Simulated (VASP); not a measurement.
Wanted: the native input for a VASP 6.6.1 run.

| Quantity | Value |
| --- | --- |
| Task | single point |
| Functional | r2SCAN |
| Dispersion | D3(BJ) |
| Potentials or basis | VASP PAW PBE potentials, release 64 (C, O, H) |
| Cutoff | 520 eV |
| k mesh | 1 × 1 × 1 |
| Occupations | fermi-dirac, width 0.05 eV |
| Spin | no spin polarisation |
| Dipole correction | no |
| Further INCAR settings | LREAL = Auto; ALGO = Normal; EDIFF = 1e-07; NBANDS = 64 |

The system is H6C2O.

```
C O H
1.0
     7.52907    0.00000    0.00000
     0.00000    7.52907    0.00000
     0.00000    0.00000    7.52907
C O H
8 4 24
Direct
  0.32195 0.05148 0.83227
  0.50235 0.13237 0.85655
  0.88635 0.15330 0.28944
  0.82980 0.20457 0.48546
  0.03504 0.65343 0.52732
  0.86122 0.73601 0.55395
  0.21463 0.50981 0.06184
  0.02744 0.56678 0.03335
  0.51206 0.29815 0.76910
  0.97724 0.17766 0.59650
  0.74891 0.63953 0.66771
  0.95373 0.45132 0.89615
  0.63449 0.33801 0.77816
  0.53236 0.14526 0.99740
  0.58634 0.03407 0.78934
  0.32020 0.92297 0.89621
  0.23351 0.14884 0.89938
  0.28952 0.02878 0.69515
  0.00408 0.25935 0.69306
  0.78706 0.34312 0.48418
  0.72379 0.11647 0.52957
  0.78230 0.17483 0.19248
  0.99287 0.24425 0.25740
  0.93077 0.01829 0.27626
  0.62470 0.66836 0.68269
  0.87869 0.87085 0.60324
  0.78488 0.75317 0.43092
  0.11882 0.74291 0.45234
  0.10092 0.64534 0.65991
  0.03074 0.52129 0.46451
  0.86012 0.51275 0.83260
  0.93666 0.57166 0.14765
  0.01258 0.69896 0.96738
  0.28802 0.59758 0.14700
  0.23304 0.37423 0.11991
  0.29883 0.50650 0.94427
```

The cell was built by a generator and needn't be a form met in nature.

One way to write it, as run:

POSCAR

```
H6C2O
1.0
    7.5290720000      0.0000000000      0.0000000000
    0.0000000000      7.5290720000      0.0000000000
    0.0000000000      0.0000000000      7.5290720000
C O H
8 4 24
Direct
    0.3219520281      0.0514804481      0.8322672436
    0.5023461059      0.1323669106      0.8565464642
    0.8863509341      0.1532991051      0.2894380609
    0.8297968196      0.2045670436      0.4854648754
    1.0350412375      0.6534271421      0.5273159826
    0.8612216751      0.7360136814      0.5539460906
    0.2146346854      0.5098105052      0.0618402905
    0.0274403007      0.5667763570      0.0333507237
    0.5120551377      0.2981509541      0.7690987681
    0.9772386291      0.1776580168      0.5965011359
    0.7489103571      0.6395343277      0.6677051302
   -0.0462739631      0.4513172407     -0.1038507800
    0.6344872250      0.3380097839      0.7781569893
    0.5323630854      0.1452635863      0.9974004764
    0.5863405211      0.0340679436      0.7893403065
    0.3201988240     -0.0770347262      0.8962060663
    0.2335081933      0.1488364037      0.8993804283
    0.2895177520      0.0287817675      0.6951454309
    1.0040812467      0.2593546721      0.6930601806
    0.7870558284      0.3431232959      0.4841765360
    0.7237943800      0.1164685369      0.5295738970
    0.7823009263      0.1748289829      0.1924805607
    0.9928713658      0.2442532094      0.2574022403
    0.9307654383      0.0182891065      0.2762624663
    0.6246985020      0.6683559408      0.6826870563
    0.8786873070      0.8708510159      0.6032350335
    0.7848776051      0.7531738307      0.4309163201
    1.1188231431      0.7429069612      0.4523399431
    1.1009192102      0.6453384959      0.6599086846
    1.0307379183      0.5212860230      0.4645061171
   -0.1398844373      0.5127457939     -0.1674044291
   -0.0633411395      0.5716640776      0.1476543192
    0.0125779113      0.6989573217     -0.0326202220
    0.2880169030      0.5975769657      0.1470035085
    0.2330433286      0.3742293871      0.1199085359
    0.2988283284      0.5065033247     -0.0557306398
```

INCAR.step1

```
SYSTEM = H6C2O
PREC = Accurate
ENCUT = 520
ISMEAR = -1
SIGMA = 0.05
LREAL = Auto
LASPH = .TRUE.
NELM = 100
NBANDS = 64
GGA = PE
ALGO = Normal
EDIFF = 1E-4
LWAVE = .TRUE.
LCHARG = .FALSE.
```

INCAR.step2

```
SYSTEM = H6C2O
PREC = Accurate
ENCUT = 520
EDIFF = 1E-7
ISMEAR = -1
SIGMA = 0.05
LREAL = Auto
LASPH = .TRUE.
NELM = 100
ALGO = Normal
ISIF = 2
LWAVE = .FALSE.
LCHARG = .TRUE.
METAGGA = R2SCAN
LMIXTAU = .TRUE.
IVDW = 12
VDW_S6 = 1.0
VDW_S8 = 0.78981345
VDW_A1 = 0.49484001
VDW_A2 = 5.73083694
LELF = .TRUE.
LVHAR = .TRUE.
NBANDS = 64
ISTART = 1
```

KPOINTS

```
Automatic mesh
0
G
  1 1 1
  0 0 0
```

Potentials or basis: VASP PAW PBE potentials, release 64 (C, O, H).

Launch:

```console
$ cat potpaw_PBE.64/C/POTCAR potpaw_PBE.64/O/POTCAR potpaw_PBE.64/H/POTCAR > POTCAR
$ cp INCAR.step1 INCAR
$ mpirun -np 1 vasp_gam > vasp.out
$ cp INCAR.step2 INCAR
$ mpirun -np 1 vasp_gam > vasp.out
```

It gave:

| Item | Value |
| --- | --- |
| Pressure | 0.2 GPa |
| Largest force | 2.969 eV/Å |
| Band gap on the k mesh | 5.12 eV, direct |
| Dispersion energy per atom | -0.016 eV |

Caveat: the PAW data sets were made with another functional, which shifts forces and pressure a little.

It took 6.8 min on 1 thread of AMD EPYC 7571, on a shared host, peak memory 0.42 GiB.
